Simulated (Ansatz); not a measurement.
Relaxed CsCl (CsCl type):

```
CsCl
1.0
    4.20527     0.00000     0.00000
    0.00000     4.20527     0.00000
    0.00000     0.00000     4.20527
Cs Cl
1 1
Direct
  0.00000   0.00000   0.00000
  0.50000   0.50000   0.50000
```

A phonon eigenvector at Γ is frozen into this cell: atom i moves by Q times the vector below, so Q is the largest atomic displacement, in Å. The cell is held. It is one choice among 3 degenerate patterns.

```tsv
atom	x	y	z
Cs1	0.000	0.000	0.267
Cl2	0.000	0.000	-1.000
```

Calculation: PBE (plane waves to 420 eV, PAW, scalar-relativistic; Ansatz, a program for electronic structure). k mesh 8×8×8 (Γ-centred), Fermi-Dirac smearing 0.05 eV. CsCl was relaxed with its symmetry unable to fall. 

| Q (Å) | −dE/dQ from forces (eV/Å) |
|---|---|
| -0.280 | 0.272 |
| -0.233 | 0.222 |
| -0.187 | 0.175 |
| -0.140 | 0.129 |
| -0.093 | 0.085 |
| -0.047 | 0.042 |
| 0.000 | 0.000 |
| 0.047 | -0.042 |
| 0.093 | -0.085 |
| 0.140 | -0.129 |
| 0.187 | -0.175 |
| 0.233 | -0.222 |
| 0.280 | -0.272 |

**Question.** What harmonic wavenumber does the curvature at Q = 0 give?

**Answer.** 74 cm⁻¹. E″ = 0.91 eV/Å², M = Σ mᵢ|uᵢ|² = 44.9 u, ν̃ = 521.5·√(|E″|/M).

(A displaced cell: forces are minus the slopes of the energy, force constants its curvatures, and phonons follow from these.)
